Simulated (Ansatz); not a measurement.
**Band structure of Tc**

```
CELL_PARAMETERS angstrom
0.00000 1.95000 1.95000
1.95000 0.00000 1.95000
1.95000 1.95000 0.00000
ATOMIC_POSITIONS crystal
Tc 0.00000 0.00000 0.00000
```

The geometry is COD entry 1534910, unchecked; take it as a test cell.

These are results of DFT, PBE, all-electron LAPW, scalar-relativistic (Ansatz 0.2.0), not measurements.

Settings: a Γ-centred 18×18×18 k mesh, Fermi–Dirac smearing of 0.03 eV, basis error target 0.25 meV/atom, no spin polarisation.

Points in fractions of the reciprocal vectors of this cell: Γ (0, 0, 0), X (0.5, 0, 0.5), U (0.625, 0.25, 0.625), K (0.375, 0.375, 0.75), L (0.5, 0.5, 0.5), W (0.5, 0.25, 0.75). The path joins them by straight lines in the order Γ–X–U–K–Γ–L–W–X; legs that retrace an earlier one aren't tabulated. Energies are in eV from the Fermi level.

**Question.** Is there a gap?

**Answer.** none: with an odd electron count and no spin polarisation the bands can't all be full, a metal in this set-up (spin order or a larger cell could open a gap).

**Question.** List the levels between -5 and 5 eV at the symmetry points.

**Answer.** 
Γ: -1.71 (×3), 0.80 (×2)
X: 2.68, 3.28 (×2), 3.75
U: -4.72, -3.80, -0.74, 1.04, 2.48
K: -4.72, -3.80, -0.74, 1.04, 2.48
L: -1.86 (×2), 1.21, 2.73 (×2)
W: -4.20, -2.66 (×2), 0.32, 3.29
